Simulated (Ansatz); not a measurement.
# ZrH: how well frozen cores do

Aim: solve ZrH at one geometry with all-electron LAPW, frozen-core PAW and all-electron PAW on datasets made for the crystal, and see where they agree.

Method: DFT PBEsol, scalar-relativistic, in Ansatz 0.2.0.

### 1 The starting structure

The structure is tetragonal, space group P4_2/mmc (No. 131). Conventional cell: a = 3.243 Å, b = 3.243 Å, c = 4.948 Å, α = 90.00°, β = 90.00°, γ = 90.00°. Zr (site symmetry mmm) is surrounded by 4 H at 2.04 Å. Around H (site symmetry -4m2) lie 4 Zr at 2.04 Å.

Structure file:

```cif
data_structure
_symmetry_space_group_name_H-M 'P 1'
_symmetry_Int_Tables_number 1
_cell_length_a 3.2428
_cell_length_b 3.2428
_cell_length_c 4.9480
_cell_angle_alpha 90.000
_cell_angle_beta 90.000
_cell_angle_gamma 90.000
_cell_volume 52.03
loop_
_atom_site_label
_atom_site_type_symbol
_atom_site_fract_x
_atom_site_fract_y
_atom_site_fract_z
_atom_site_occupancy
Zr1 Zr 0.00000 0.50000 0.00000 1
Zr2 Zr 0.50000 0.00000 0.50000 1
H1 H 0.00000 0.00000 0.75000 1
H2 H 0.00000 0.00000 0.25000 1
```

The structure is an experimental refinement, used without relaxation.

Atoms are numbered in the order of the input: Zr1, Zr2, H3, H4.

### 2 All-electron LAPW

Contents of input.yaml:

```yaml
crystal:
  lattice:
    - [3.2427916985, 0.0, 0.0]
    - [0.0, 3.2427916985, 0.0]
    - [0.0, 0.0, 4.948]
  atoms:
    - { symbol: Zr, position: [0.0, 0.5, 0.0] }
    - { symbol: Zr, position: [0.5, 0.0, 0.5] }
    - { symbol: H, position: [0.0, 0.0, 0.75] }
    - { symbol: H, position: [0.0, 0.0, 0.25] }
kpoints:
  mp_grid: { grid: [9, 9, 6] }
  band_path:
    path:
      - [0.0, 0.0, 0.0]
      - [0.0, 0.5, 0.0]
      - [0.5, 0.5, 0.0]
      - [0.0, 0.0, 0.0]
      - [0.0, 0.0, 0.5]
      - [0.0, 0.5, 0.5]
      - [0.5, 0.5, 0.5]
      - [0.0, 0.0, 0.5]
      - [0.0, 0.5, 0.0]
    npoints: 14
scf:
  occupations: { method: fermi_dirac, width: 0.02 }
hamiltonian:
  xc: pbesol
  pseudopotentials: { kind: all_electron, lapw: { basis_error: 0.0005 } }
output:
  forces: true
  stress: true
  eigenvalues: true
  populations: true
  dos: { projected: true, de: 0.2, e_range: [-14, 8] }
```

Started as:

```bash
$ ansatz run input.yaml --threads 1 --pin off --max-ram 4096MiB --backend cpu --events-out ev --progress --plain --runs-dir out
```

The log of the run:

```text
Zr: projections on atomic orbitals take those of the free atom 1s2 2s2 2p6 3s2 3p6 3d10 4s2 4p6 4d2 5s2, of charge +0.00 (hamiltonian.pseudopotentials.projection_atoms)
H: projections on atomic orbitals take those of the free atom 1s1, of charge +0.00 (hamiltonian.pseudopotentials.projection_atoms)
LAPW: plane waves up to 8.482 Å⁻¹, error target 5.0e-4 eV per atom; small_component_spin mean_spin; H in spheres of 0.728 Å, 1 of its electrons in bands, Dirac shells []; Zr in spheres of 1.311 Å, 30 of its electrons in bands, Dirac shells []
Engine: ansatz 0.2.0
Pseudopotentials: kind: all_electron
Pseudopotential: Zr, LAPW, valence charge 30, Koelling and Harmon's equation, gaussian nucleus
Pseudopotential: H, LAPW, valence charge 1, Koelling and Harmon's equation, gaussian nucleus
Functional definition: PBEsol
  exchange = pbesol_x
  correlation = pbesol_c
Crystal: 4 atoms, lattice volume = 52.032 Å³
Basis set: ecut = 274.08745813337936 eV, 529 PW (Γ), exchange–correlation at level 2
Bands: 38, of which v1, the nominal top of the filled ones, is band 31 counted from 1 (30 counted from 0)
Symmetry: 16 space group operations
Space group: P42/mmc (ITA 131), of the structure as read, at distance tolerance 3.7e-5 Å
k-points: 60 of 486
Non-local potential: Zr, projectors of the file, none
Non-local potential: H, projectors of the file, none
Initial density: superposition of atomic densities (chi_scale 0.1, normalization cell, long waves kept (reshape's long-wave potential 0.00 eV rms))
Initial wavefunctions: plane waves of lowest kinetic energy (no species holds an atomic orbital)
Functional: x = pbesol(κ = 0.804, μ = 0.12345679012345678), c = pbesol(β = 0.046)
iter 1 solved again at ethr=2.51e-3 eV; its pass at ethr=1.00e-1 eV (dr2=1.56e0 eV) is discarded
SCF iter   1: F=—  HF=-195777.979707 eV  |F-HF|=—  |Δ(HF+E_count)|=         —  Δρ=5.20e-2  dr2=1.56e0  ethr=2.51e-3  ⟨swp⟩=2.0  Hψ=14777  notcnv=0
preconditioner: auto → Kerker (q_TF=auto, 2.809 Å⁻¹)  [metal: Δε(μ)=0.023 eV  Ē_g=6.695 eV  σ=0.020 eV  W_gap=0.28  n_scr=20 (ndim 8)  ℏωp=16.3 eV  f_vac=0.000  D(μ)=2.11/eV (n_scr^D=16)]
SCF iter   2: F=—  HF=-195777.248128 eV  |F-HF|=—  |Δ(HF+E_count)|=   7.32e-1  Δρ=2.89e-2  dr2=5.23e-1  ethr=2.51e-3  ⟨swp⟩=3.0  Hψ=7161  notcnv=0
preconditioner: auto → Resta (q_TF=auto, 2.809 Å⁻¹)  ε∞=7.6  [insulator: Δε(μ)=0.065 eV  Ē_g=6.320 eV  σ=0.020 eV  W_gap=0.50  n_scr=20 (ndim 8)  ℏωp=16.3 eV  f_vac=0.000  D(μ)=2.52/eV (n_scr^D=20)  ε∞_Penn≈7.6]
SCF iter   3: F=—  HF=-195777.050807 eV  |F-HF|=—  |Δ(HF+E_count)|=   1.97e-1  Δρ=9.64e-3  dr2=6.52e-2  ethr=8.44e-4  ⟨swp⟩=3.0  Hψ=6556  notcnv=0
iter 4 solved again at ethr=4.47e-6 eV; its pass at ethr=1.05e-4 eV (dr2=2.77e-3 eV) is discarded
SCF iter   4: F=—  HF=-195777.047694 eV  |F-HF|=—  |Δ(HF+E_count)|=         —  Δρ=2.05e-3  dr2=2.78e-3  ethr=4.47e-6  ⟨swp⟩=2.0  Hψ=11957  notcnv=0
the basis was enlarged: its passes take 762.5 KiB over the memory plan, 1 of 1 planned eigensolver slots
SCF iter   5: F=—  HF=-195777.046517 eV  |F-HF|=—  |Δ(HF+E_count)|=   1.18e-3  Δρ=5.97e-4  dr2=2.08e-4  ethr=4.47e-6  ⟨swp⟩=2.1  Hψ=6803  notcnv=0
SCF iter   6: F=—  HF=-195777.046515 eV  |F-HF|=—  |Δ(HF+E_count)|=   2.15e-6  Δρ=2.24e-4  dr2=3.00e-5  ethr=3.36e-7  ⟨swp⟩=2.0  Hψ=6795  notcnv=0
SCF iter   7: F=—  HF=-195777.046514 eV  |F-HF|=—  |Δ(HF+E_count)|=   1.43e-6  Δρ=2.78e-5  dr2=4.46e-7  ethr=4.85e-8  ⟨swp⟩=2.0  Hψ=6796  notcnv=0
SCF iter   8: F=-195777.046514 eV  HF=-195777.046514 eV  |F-HF|=7.16e-9  |Δ(HF+E_count)|=   7.28e-8  Δρ=8.23e-6  dr2=3.34e-8  ethr=7.20e-10  ⟨swp⟩=3.0  Hψ=6965  notcnv=0
SCF 1 converged in 8 iterations: F = -195777.046514 eV  dr2 = 3.34e-8
NSCF: frozen V_eff on 113 k-points
SCF converged after 8 iterations
Free energy (F): -195777.046514 eV
Harris-Foulkes:  -195777.046514 eV  (|F-HF|=7.16e-9)
Internal energy: -195777.043769 eV  (E = F + TS)
E sigma→0 (E₀):  -195777.045141 eV
Entropy (-TS):   -0.002745 eV (-0.686 meV/atom)
Fermi energy:    14.241631 eV
--- Per-component energies (eV) ---
  E_band       = -8371.355639
  E_kinetic    = 202197.267790
  E_xc         = -6129.496764
  E_electrostatic = -391844.814795  (all electrons and nuclei)
  E_smearing   = -0.002745  (= −TS)
  E_closure    = 0.000000  (closes the sum)
  E_atoms      = -195752.652894  (free atoms, spherical and without spin; not in F)
  Σ components = -195777.046514   (vs F -195777.046514, Δ=0.00e0)
  Basis errors (estimates in eV, not in F): energy 2.4e-4 per atom: plane waves 2.2e-4 (1.3e-4 summed), levels above the bands 1.3e-122, relativity 9.5e-9, radial functions 1.9e-5, core shells 1.3e-11; eigenvalues (radial functions only) 8.8e-7; not estimated: angular momenta, meshes, grids; target (lapw.basis_error) 5.0e-4; muffin-tin radii H 0.728 Å, Zr 1.311 Å
--- Forces (eV/Å), atoms counted from 1 ---
  atom   1  Zr    -0.00000000     0.00000000     0.00000000
  atom   2  Zr     0.00000000    -0.00000000     0.00000000
  atom   3  H      0.00000000     0.00000000     0.00000000
  atom   4  H      0.00000000     0.00000000    -0.00000000
  max |Σ_I F_I| component: 4.34e-19 eV/Å
--- Stress (GPa, compression-positive) ---
       -3.080308       0.000000       0.000000
        0.000000      -3.080308       0.000000
        0.000000       0.000000      -1.506425
  P = ⅓ Tr σ = -2.5557 GPa (-25.557 kbar)
--- Band table (eV; the first three rows and the last of 60) ---
  k-point 0: bands = ["-384.0233", "-384.0233", "-297.1750", "-297.1750", "-297.1425", "-297.1425", "-297.1375", "-297.1375", "-154.5991", "-154.5991", "-154.5875", "-154.5875", "-154.5820", "-154.5820", "-154.5710", "-154.5710", "-154.5555", "-154.5555", "-34.5675", "-34.4595", "-12.9618", "-12.4727", "-12.4727", "-12.2584", "-12.2372", "-12.2372", "5.7536", "10.8056", "11.2338", "11.3647", "14.2919", "14.9162", "14.9162", "16.5458", "17.5920", "18.7915", "18.9873", "18.9873"]
  k-point 1: bands = ["-384.0233", "-384.0233", "-297.1750", "-297.1750", "-297.1425", "-297.1425", "-297.1375", "-297.1375", "-154.5991", "-154.5991", "-154.5875", "-154.5875", "-154.5820", "-154.5820", "-154.5710", "-154.5710", "-154.5555", "-154.5555", "-34.5603", "-34.4668", "-12.9181", "-12.4617", "-12.4617", "-12.3093", "-12.2486", "-12.2486", "5.9725", "9.9127", "11.5164", "11.9168", "14.2094", "15.0694", "15.0694", "16.1767", "17.6619", "18.4015", "18.4015", "18.6982"]
  k-point 2: bands = ["-384.0233", "-384.0233", "-297.1750", "-297.1750", "-297.1425", "-297.1425", "-297.1375", "-297.1375", "-154.5991", "-154.5991", "-154.5875", "-154.5875", "-154.5820", "-154.5820", "-154.5710", "-154.5710", "-154.5555", "-154.5555", "-34.5407", "-34.4867", "-12.7964", "-12.4454", "-12.4354", "-12.4354", "-12.2759", "-12.2759", "6.5995", "8.7114", "11.9460", "12.5952", "13.9270", "15.2748", "15.5132", "15.5132", "17.3554", "17.3554", "17.8591", "18.4545"]
  k-point 59: bands = ["-384.0233", "-384.0233", "-297.1750", "-297.1750", "-297.1425", "-297.1425", "-297.1375", "-297.1375", "-154.5991", "-154.5991", "-154.5875", "-154.5875", "-154.5820", "-154.5820", "-154.5710", "-154.5710", "-154.5555", "-154.5555", "-34.4305", "-34.4305", "-12.9061", "-12.9061", "-12.6850", "-12.6850", "-12.4712", "-12.4712", "8.7906", "8.7906", "12.3823", "12.3823", "13.8519", "13.8519", "15.9802", "15.9802", "18.7694", "18.7694", "20.2587", "20.2587"]
--- Löwdin populations: 4 sites ---
  site symbol       q [e]
     0     Zr     39.7508
     1     Zr     39.7508
     2      H      1.1660
     3      H      1.1660
  spilling = 0.002029 (of n_electrons = 82.000000)
```

Run time: 61 s. Hardware: 1 thread of Intel Xeon Platinum 8259CL at 2.50GHz (Skylake/Cascade Lake), shared host; peak memory 0.48 GiB.

This run gives: pressure -2.56 GPa; no gap.

Levels at the path's labelled points, in eV from the Fermi level:

| point | band 28 | band 29 | band 30 | band 31 | band 32 | band 33 | band 34 |
| --- | --- | --- | --- | --- | --- | --- | --- |
| Γ | -3.44 | -3.01 | -2.88 | 0.05 | 0.67 | 0.67 | 2.30 |
| X | -5.38 | -1.94 | -0.72 | -0.58 | -0.24 | 1.67 | 1.92 |
| M | -3.87 | -2.91 | -2.91 | -1.86 | 2.85 | 4.01 | 4.36 |
| Γ | -3.44 | -3.01 | -2.88 | 0.05 | 0.67 | 0.67 | 2.30 |
| Z | -6.69 | -1.72 | -1.72 | 0.04 | 0.04 | 1.77 | 1.77 |
| R | -3.99 | -2.76 | -0.15 | 0.27 | 0.55 | 0.57 | 1.08 |
| A | -5.42 | -1.95 | -1.95 | -0.30 | -0.30 | 1.61 | 1.61 |
| Z | -6.69 | -1.72 | -1.72 | 0.04 | 0.04 | 1.77 | 1.77 |
| X | -5.38 | -1.94 | -0.72 | -0.58 | -0.24 | 1.67 | 1.92 |

States per cell, counted by energy window (eV from the Fermi level, on a grid of 0.20 eV):

| from | to | total | Zr 4d | H 1s | Zr 5s |
| --- | --- | --- | --- | --- | --- |
| -9 | -8 | 0.03 | 0.00 | 0.01 | 0.01 |
| -8 | -7 | 0.40 | 0.07 | 0.16 | 0.14 |
| -7 | -6 | 1.40 | 0.49 | 0.63 | 0.21 |
| -6 | -5 | 1.18 | 0.38 | 0.64 | 0.11 |
| -5 | -4 | 0.97 | 0.23 | 0.62 | 0.06 |
| -4 | -3 | 0.02 | 0.00 | 0.02 | 0.00 |
| -3 | -2 | 0.87 | 0.69 | 0.02 | 0.14 |
| -2 | -1 | 2.78 | 2.31 | 0.05 | 0.34 |
| -1 | 0 | 2.11 | 1.84 | 0.01 | 0.14 |
| 0 | 1 | 2.34 | 2.13 | 0.01 | 0.10 |
| 1 | 2 | 2.47 | 2.33 | 0.01 | 0.06 |
| 2 | 3 | 2.37 | 2.21 | 0.02 | 0.05 |
| 3 | 4 | 2.50 | 2.34 | 0.04 | 0.04 |
| 4 | 5 | 2.88 | 2.61 | 0.09 | 0.09 |

### 3 Frozen-core PAW

input.yaml: that of step 2 with these lines changed.

```diff
@@ -28,3 +28,3 @@
   xc: pbesol
-  pseudopotentials: { kind: all_electron, lapw: { basis_error: 0.0005 } }
+  pseudopotentials: { kind: paw }
 output:
@@ -33,3 +33,9 @@
   eigenvalues: true
+  efg: { contact_densities: true }
   populations: true
+  bader: true
   dos: { projected: true, de: 0.2, e_range: [-14, 8] }
+  write_density: true
+  write_potential: true
+  elf: true
+  volumetric_format: npy
```

Started as:

```bash
$ ansatz run input.yaml --threads 1 --pin off --max-ram 4096MiB --backend cpu --events-out ev --progress --plain --runs-dir out
```

The log of the run:

```text
Zr: output.efg is read without spin–orbit coupling, which moves field gradients at and beside such atoms by some per cent and up to a factor of two; PAW files take it under magnetization.noncollinear and magnetization.spin_orbit
[... 1 set-up line as earlier in the session ...]
Pseudopotentials: kind: paw
Pseudopotential: Zr, paw, valence charge 12, recommended cutoff 420 eV (normal)
Pseudopotential: H, paw, valence charge 1, recommended cutoff 420 eV (normal)
[... 3 set-up lines as earlier in the session ...]
Crystal: 4 atoms, lattice volume = 52.032 Å³
Basis set: ecut = 420 eV, 1025 PW (Γ), exchange–correlation on 48×48×72 points (8 copies of the dense FFT grid, shifted against one another)
Bands: 17, of which v1, the nominal top of the filled ones, is band 13 counted from 1 (12 counted from 0)
[... 2 set-up lines as earlier in the session ...]
k-points: 60 of 486
Non-local potential: Zr, projectors of the file, l = 0: 3, l = 1: 2, l = 2: 2, l = 3: 2
Non-local potential: H, projectors of the file, l = 0: 2, l = 1: 1
PAW form: soft (Blöchl's): semilocal exchange-correlation on the pseudo side does not see the compensation charge
PAW frozen core: Zr, regenerated for the run's functional, and the local potential with it (the file was generated under x = pbe(κ = 0.804, μ = 0.2195149727645171), c = pbe(β = 0.06672455060314922))
PAW one-centre angular grid: Zr, 590 points (default); XC on 64 Gauss nodes
PAW one-centre angular grid: H, 110 points (default); XC on 64 Gauss nodes
Initial density: superposition of atomic densities (neutral atoms: chi_scale 0, normalization atom), corrected by the library's trained network
Initial wavefunctions: pseudopotential atomic-orbital guess
[... 1 set-up line as earlier in the session ...]
SCF iter   1: F=—  HF=-8290.466843 eV  |F-HF|=—  |Δ(HF+E_count)|=         —  Δρ=8.08e-3  dr2=2.80e-2  ethr=1.77e-3  ⟨swp⟩=5.0  Hψ=4284  notcnv=0
preconditioner: auto → Kerker (q_TF=auto, 2.430 Å⁻¹)  [metal: Δε(μ)=0.020 eV  Ē_g=4.896 eV  σ=0.020 eV  W_gap=0.23  n_scr=14 (ndim 8)  ℏωp=16.3 eV  f_vac=0.000  D(μ)=1.94/eV (n_scr^D=16)]
SCF iter   2: F=—  HF=-8290.461547 eV  |F-HF|=—  |Δ(HF+E_count)|=   5.30e-3  Δρ=4.83e-3  dr2=1.10e-2  ethr=1.08e-4  ⟨swp⟩=1.6  Hψ=1547  notcnv=0
SCF iter   3: F=—  HF=-8290.458371 eV  |F-HF|=—  |Δ(HF+E_count)|=   3.18e-3  Δρ=6.70e-4  dr2=2.45e-4  ethr=4.24e-5  ⟨swp⟩=2.0  Hψ=1500  notcnv=0
SCF iter   4: F=—  HF=-8290.458326 eV  |F-HF|=—  |Δ(HF+E_count)|=   4.53e-5  Δρ=1.79e-4  dr2=1.24e-5  ethr=9.41e-7  ⟨swp⟩=2.1  Hψ=1178  notcnv=0
SCF iter   5: F=—  HF=-8290.458326 eV  |F-HF|=—  |Δ(HF+E_count)|=   2.39e-7  Δρ=2.69e-5  dr2=2.18e-7  ethr=4.76e-8  ⟨swp⟩=1.7  Hψ=1481  notcnv=0
SCF iter   6: F=-8290.458326 eV  HF=-8290.458326 eV  |F-HF|=4.53e-10  |Δ(HF+E_count)|=   5.35e-8  Δρ=3.59e-6  dr2=4.24e-9  ethr=3.85e-10  ⟨swp⟩=7.5  Hψ=5910  notcnv=0
SCF 1 converged in 6 iterations: F = -8290.458326 eV  dr2 = 4.24e-9
NSCF: frozen V_eff on 113 k-points
SCF converged after 6 iterations
Free energy (F): -8290.458326 eV
Harris-Foulkes:  -8290.458326 eV  (|F-HF|=4.53e-10)
Internal energy: -8290.455580 eV  (E = F + TS)
E sigma→0 (E₀):  -8290.456953 eV
Entropy (-TS):   -0.002746 eV (-0.686 meV/atom)
Fermi energy:    12.661053 eV
--- Per-component energies (eV) ---
  E_band       = -218.973014
  E_kinetic    = 694.246796
  E_local      = -1322.431833  (includes V_loc(G=0)·N_el)
  E_nonlocal   = 164.832543
  E_hartree    = 406.754770
  E_xc         = -339.633543
  E_vxc        = -405.100058  (∫ρ·V_xc dr)
  E_paw        = -5800.872513  (= ΣΔE_a)
  E_vpaw       = -164.028879  (= ΣTr[D̂ρ^β])
  E_aug_tail   = -0.002422  (compensation charges beyond the density's cutoff)
  E_ewald      = -2093.680820
  E_core_change = 0.331441  (= ΣΔE_core)
  E_smearing   = -0.002746  (= −TS)
  E_closure    = -0.000000  (closes the sum)
  Σ components = -8290.458326   (vs F -8290.458326, Δ=0.00e0)
--- Forces (eV/Å), atoms counted from 1 ---
  atom   1  Zr     0.00000000    -0.00000000     0.00000000
  atom   2  Zr    -0.00000000     0.00000000     0.00000000
  atom   3  H      0.00000000     0.00000000    -0.00000000
  atom   4  H      0.00000000     0.00000000    -0.00000000
  max |Σ_I F_I| component: 1.08e-18 eV/Å
--- Stress (GPa, compression-positive) ---
       -3.101551       0.000000       0.000000
        0.000000      -3.101551       0.000000
        0.000000       0.000000      -1.528375
  P = ⅓ Tr σ = -2.5772 GPa (-25.772 kbar)
--- PAW observables at the nuclei: V_zz in 10²¹ V/m², potentials from the cell's mean, atoms counted from 1 ---
  atom   1  Zr V_zz =    +7.571103   η = 0.0537   by run symmetry: allowed
            electrostatic potential = -5926.706040 V   contact ρ = 489714.900993 e/Å³
  atom   2  Zr V_zz =    +7.571103   η = 0.0537   by run symmetry: allowed
            electrostatic potential = -5926.706040 V   contact ρ = 489714.900993 e/Å³
  atom   3  H  V_zz =    +0.081742   η = 0.0000   by run symmetry: allowed
            electrostatic potential = -47.643532 V   contact ρ = 2.954419 e/Å³
  atom   4  H  V_zz =    +0.081742   η = 0.0000   by run symmetry: allowed
            electrostatic potential = -47.643532 V   contact ρ = 2.954419 e/Å³
--- Band table (eV; the first three rows and the last of 60) ---
  k-point 0: bands = ["-36.1496", "-36.0415", "-14.5428", "-14.0542", "-14.0542", "-13.8394", "-13.8187", "-13.8187", "4.1726", "9.2257", "9.6530", "9.7837", "12.7113", "13.3358", "13.3358", "14.9645", "16.0102"]
  k-point 1: bands = ["-36.1424", "-36.0488", "-14.4991", "-14.0433", "-14.0433", "-13.8903", "-13.8301", "-13.8301", "4.3915", "8.3325", "9.9355", "10.3363", "12.6288", "13.4889", "13.4889", "14.5955", "16.0801"]
  k-point 2: bands = ["-36.1227", "-36.0687", "-14.3774", "-14.0265", "-14.0169", "-14.0169", "-13.8574", "-13.8574", "5.0187", "7.1309", "10.3652", "11.0146", "12.3463", "13.6938", "13.9326", "13.9326", "15.7745"]
  k-point 59: bands = ["-36.0125", "-36.0125", "-14.4877", "-14.4877", "-14.2665", "-14.2665", "-14.0522", "-14.0522", "7.2098", "7.2098", "10.8015", "10.8015", "12.2711", "12.2711", "14.3997", "14.3997", "17.1878"]
--- Löwdin populations: 4 sites ---
  site symbol       q [e]
     0     Zr     11.7559
     1     Zr     11.7559
     2      H      1.1569
     3      H      1.1569
  spilling = 0.006705 (of n_electrons = 26.000000)
--- Bader charges: 4 sites ---
  site symbol  charge [e]  shift [e]
     0     Zr      0.8154     0.0006
     1     Zr      0.8154     0.0006
     2      H     -0.8154     0.0006
     3      H     -0.8154     0.0006
  estimated error of the sums over rays = 4.2e-4 e
```

Wall time 53 s (1 thread of Intel Xeon Platinum 8259CL at 2.50GHz (Skylake/Cascade Lake), shared host); peak memory 0.42 GiB.

In short: pressure -2.58 GPa; no gap; Vzz Zr1 7.57 (η = 0.05), H3 0.08 (η = 0.00) (10²¹ V/m²).

| atom | Bader charge (e) | basin volume (Å³) |
| --- | --- | --- |
| Zr1 | +0.82 | 19.46 |
| H3 | -0.82 | 6.56 |

Density in a lattice plane of the grid's cell (edges 3.24 and 4.95 Å, at 0.000 of the third edge), which holds Zr and H.

Ten even steps from ' ' (0.11 e/Å³) to '@' (3.97 e/Å³):
```
                                
                                
....                          ..
::::..                      ..::
==--..                      ..--
::::..        ......        ..::
....      ..::======::..      ..
        ..--**%%@@%%**--..      
      ..::**@@@@@@@@@@**::..    
      ..--##@@@@##@@@@##--..    
      ..::**@@@@@@@@@@**::..    
        ..--**%%@@%%**--..      
....      ..::======::..      ..
::::..        ......        ..::
==--..                      ..--
::::..                      ..::
....                          ..
                                
                                
                                
```
Columns run along the first of these edges and rows up along the second, over one cell in 16 and 20 even steps from the bottom left corner. Atoms in the plane (fractional): Zr at (0.50, 0.50), H at (0.00, 0.75), H at (0.00, 0.25).

ELF in the same plane.

Ten even steps from ' ' (0.08) to '@' (1.00):
```
::::::::::--====++====--::::::::
++++==--------======--------==++
@@%%##**==--------------==**##%%
@@@@@@##==::..........::==##@@@@
@@@@@@##--..          ..--##@@@@
@@@@%%++..  ..::--::..  ..++%%@@
@@%%++....::++**##**++::....++%%
++==..  --**##########**--  ..==
::..  ::++####==--==####++::  ..
..    ::**##**::  ::**##**::    
::..  ::++####==--==####++::  ..
++==..  --**##########**--  ..==
@@%%++....::++**##**++::....++%%
@@@@%%++..  ..::--::..  ..++%%@@
@@@@@@##--..          ..--##@@@@
@@@@@@##==::..........::==##@@@@
@@%%##**==--------------==**##%%
++++==--------======--------==++
::::::::::--====++====--::::::::
........::--==++++++==--::......
```
Columns run along the first of these edges and rows up along the second, over one cell in 16 and 20 even steps from the bottom left corner. Atoms in the plane (fractional): Zr at (0.50, 0.50), H at (0.00, 0.75), H at (0.00, 0.25).

Both are smooth fields of the valence electrons: close to the nuclei they are not physical.

Outside the cores ELF peaks at 1.00 at H; 0.71 between the atoms, 1.9 Å from Zr.

[end of part 1 of 2]
